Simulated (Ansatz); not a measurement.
## Ti3Si: how the axes shrink under pressure

Ti3Si, P6_3/mmc, a = 5.629 Å, c = 4.504 Å. The structure is a Materials Project entry; whether it is the stable form wasn't checked. Ansatz: r2SCAN, PAW, 500 eV, Γ-centred 6×6×8 mesh on 8 atoms, Gaussian smearing 0.10 eV; no spin polarisation. Cell and atoms are relaxed at each pressure, and no other structure is tried, so the rows at high pressure may lie past a change of phase. y = 100 ln(c/c0) with c0 = 4.5039 Å, so nearly a change in per cent. The pressures are the targets, met within 0.01 GPa.

| P (GPa) | y | 100 ln(a/a0) |
| --- | --- | --- |
| -2.0 | 0.47 | 0.49 |
| 0.0 | 0.00 | 0.00 |
| 2.0 | -0.44 | -0.46 |
| 5.0 | ? | ? |
| 10.0 | -1.98 | -2.11 |
| 20.0 | -3.53 | -3.88 |

Fit y = c1 P + c2 P² to the other rows, give the linear compressibility along c, and predict the missing y.

Least squares on the rows shown. y = −0.2216 P + 0.002262 P². The linear compressibility along c is −c1/100 = 2.22 per TPa, against 2.31 along a from the same fit to the last column (its missing entry is -1.11): the crystal is about as stiff along both at low pressure. At P = 5.0 the fit asked for gives -1.05. The run gave -1.05, the same to the digits shown.